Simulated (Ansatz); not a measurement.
Runs of Ansatz 0.2.0 on Ti. The structure is cubic, space group Im-3m (No. 229). Conventional cell: a = 3.282 Å, b = 3.282 Å, c = 3.282 Å, α = 90.00°, β = 90.00°, γ = 90.00°. Ti (site symmetry m-3m) is surrounded by 8 Ti at 2.84 Å. This isn't the form of Ti at room conditions, which is hcp.

```tsv
task	level	cell	k mesh	cutoff (eV)	smearing	basis error allowed	mesh quality	gap on the mesh (eV)	pressure (GPa)
elastic constants	PBE	as given	8 × 8 × 8	240	fermi-dirac 0.05 eV	0.001 eV/atom	coarse	none	-2.6
band structure	BLYP	as given	11 × 11 × 11	227	fermi-dirac 0.05 eV	0.001 eV/atom	not flagged	-	-0.3
single point	PBE	as given	7 × 7 × 7	201	fermi-dirac 0.02 eV	0.003 eV/atom	coarse	none	-1.5
relaxation of cell and atoms	RPBE+D4	relaxed	11 × 11 × 11	-	fermi-dirac 0.05 eV	0.001 eV/atom	not flagged	-	0.0
single point	PBE	as given	11 × 11 × 11	227	gaussian 0.018 eV	0.001 eV/atom	not flagged	none	(a)
```

Alike in all rows: potentials or basis all-electron LAPW, scalar-relativistic; no spin polarisation.

Task: Estimate the missing entries.

Result: (a) -2.9.

Caveats: some runs use coarse meshes; the k mesh is thin for a metal, which can move the energy by tens of meV per atom (some runs); a metal's response needs a denser mesh (some runs); the elastic tensor has a negative eigenvalue, so either the cell is unstable as it stands or the mesh is too thin (some runs).

A gap of «none» marks a metal or a gap under the smearing width.
